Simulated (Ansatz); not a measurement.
# Light or heavy electrons for an n-channel?

Plane-wave DFT in Ansatz, PBE, scalar-relativistic PAW potentials, cutoff 420 eV, no spin-orbit coupling; no spin polarisation. Relaxed crystals whose conduction band edge is a single valley at Γ; masses by central differences along the Cartesian axes of the standard setting.

| crystal | gap (eV) | gap kind | m_x | m_y | m_z (mₑ) |
| --- | --- | --- | --- | --- | --- |
| CdSe (P6_3mc) | 0.54 | direct | 0.0602 | 0.0602 | 0.0578 |
| ZnO (P6_3mc) | 0.74 | direct | 0.137 | 0.137 | 0.138 |
| Ga₂O₃ (C2/m) | 2.01 | indirect | 0.22 | 0.231 | 0.211 |
| ZnS (F-43m) | 2.02 | direct | 0.168 | 0.168 | 0.168 |
| AlN (P6_3mc) | 4.03 | direct | 0.296 | 0.296 | 0.282 |

**Question.** Take a film 7 nm thick, normal along z, current along x, at 300 K. Work out the injection velocity, the density-of-states capacitance and the confinement shift.

**Answer.** For a non-degenerate gas v_T = √(2k_BT/πm_x) = 5.38×10⁶ cm/s ÷ √(m_x/mₑ); one valley with both spins has C_Q = e²√(m_x m_y)/πħ² = 66.9 μF/cm² × √(m_x m_y)/mₑ; hard walls lift the first subband by ħ²π²/(2m_z t²) = 376 meV nm² ÷ (t² m_z/mₑ).
| crystal | v_T (10⁷ cm/s) | C_Q (μF/cm²) | shift (meV) |
| --- | --- | --- | --- |
| CdSe (P6_3mc) | 2.19 | 4.0 | 133 |
| ZnO (P6_3mc) | 1.45 | 9.2 | 56 |
| Ga₂O₃ (C2/m) | 1.15 | 15.1 | 36 |
| ZnS (F-43m) | 1.31 | 11.2 | 46 |
| AlN (P6_3mc) | 0.99 | 19.8 | 27 |

**Question.** With a gate oxide of 1 nm equivalent thickness (3.45 μF/cm²), which gives the most current per gate overdrive in the ballistic limit?

**Answer.** The gate capacitance is the series value C_G = 1/(1/C_ox + 1/C_Q), and the current goes as C_G v_T: CdSe (P6_3mc) 1.00, ZnO (P6_3mc) 0.89, ZnS (F-43m) 0.85, Ga₂O₃ (C2/m) 0.79, AlN (P6_3mc) 0.71 (relative). For an isotropic mass C_G v_T peaks where C_Q = C_ox, at about 0.05 mₑ. The lightest mass wins here, since its C_Q of 4.0 μF/cm² costs less than its speed gains. C_Q is the degenerate value and v_T the non-degenerate one; at high drain bias only forward-going states fill, which halves C_Q, while degeneracy raises the velocity, so values within about 10 % of each other aren't ranked. Scattering and the charge centroid are left out, and so are side valleys, which confinement lifts less and can make the lowest. Members with gaps over 3 eV here are hard to dope and contact. Semilocal functionals give gaps too small and so, as a rule, masses too light.

Cost: about 14 core-minutes for the runs cited, on Arm Neoverse V2, Arm Neoverse V1, Intel Xeon Platinum 8488C (Sapphire Rapids) (shared hosts).